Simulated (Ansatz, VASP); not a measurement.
## InP: VASP beside Ansatz

```
CELL_PARAMETERS angstrom
0.00000 2.93050 2.93050
2.93050 0.00000 2.93050
2.93050 2.93050 0.00000
ATOMIC_POSITIONS crystal
In 0.00000 0.00000 0.00000
P 0.25000 0.25000 0.25000
```

Alike in both runs: task single point; functional PBE-based global hybrid; k mesh 4 × 4 × 4; no spin polarisation.

|  | VASP | Ansatz |
| --- | --- | --- |
| version | VASP 6.6.1 | Ansatz 0.2.0 |
| potentials or method | VASP PAW PBE potentials, release 64 (In_d, P) | plane waves, PAW |
| plane-wave cutoff (eV) | 520 | 435 |
| occupations | gaussian, width 0.01 eV | fixed |
| valence electrons in the cell | 18 | 18 |

Ansatz gave:

```
gap on the k mesh at the Fermi level (eV) : 3.16
```

What did VASP give for the same quantities?

gap on the k mesh at the Fermi level (eV): 3.19.

Caveats: the k mesh is coarse (spacing up to 0.46 Å⁻¹), so the values aren't converged; spin-orbit coupling is left out, which moves the levels of the heavy elements.
